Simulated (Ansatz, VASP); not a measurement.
Given: the input of a run of VASP 6.6.1 on Cs.

The input INCAR:

```
  PREC = Accurate
  ENCUT = 520
  EDIFF = 1E-7
  ISMEAR = -1
  SIGMA = 0.05
  LREAL = False
  LASPH = True
  NELM = 100
  ALGO = Normal
  ISIF = 2
  LWAVE = False
  LCHARG = False
  GGA = PE
  NBANDS = 10
```

KPOINTS

```
Automatic mesh
0
Gamma
  7 7 7
```

POSCAR

```
Cs
1.0
   -2.7682884110      2.7682884110      4.1243738038
    2.7682884110     -2.7682884110      4.1243738038
    2.7682884110      2.7682884110     -4.1243738038
Cs
1
Direct
    0.0000000000      0.0000000000      0.0000000000
```

Potentials or basis: VASP PAW PBE potentials, release 64 (Cs_sv).

Command:

```sh
$ cat potpaw_PBE.64/Cs_sv/POTCAR > POTCAR
$ mpirun -np 1 vasp_std > vasp.out
```

Set up the same calculation for Ansatz 0.2.0. Potentials there: Ansatz PAW.

As run (the cutoff follows the program's own potentials):

Contents of input.yaml:

```yaml
crystal:
  lattice:
    - [-2.768288411, 2.768288411, 4.1243738038]
    - [2.768288411, -2.768288411, 4.1243738038]
    - [2.768288411, 2.768288411, -4.1243738038]
  atoms:
    - { symbol: Cs, position: [0.0, 0.0, 0.0] }
hamiltonian:
  xc: pbe
  pseudopotentials: { kind: paw }
kpoints:
  mp_grid: { grid: [7, 7, 7] }
scf:
  occupations: { method: fermi_dirac, width: 0.05 }
output:
  forces: true
  stress: true
  eigenvalues: true
```

Potentials or basis: Ansatz PAW.

The run is started by

```sh
$ ansatz run input.yaml --threads 2 --pin off --max-ram 5120MiB --backend cpu --events-out ev --progress --plain --runs-dir out
```

Both were run:

|  | VASP | Ansatz | Ansatz less VASP |
| --- | --- | --- | --- |
| gap on the k mesh at the Fermi level (eV) | none | none | - |
| pressure (GPa) | -0.1 | -0.1 | +0.01 |

A gap of «none» marks a metal or a gap that the smearing closes.

Spin-orbit coupling is left out, which matters for the levels of Cs.
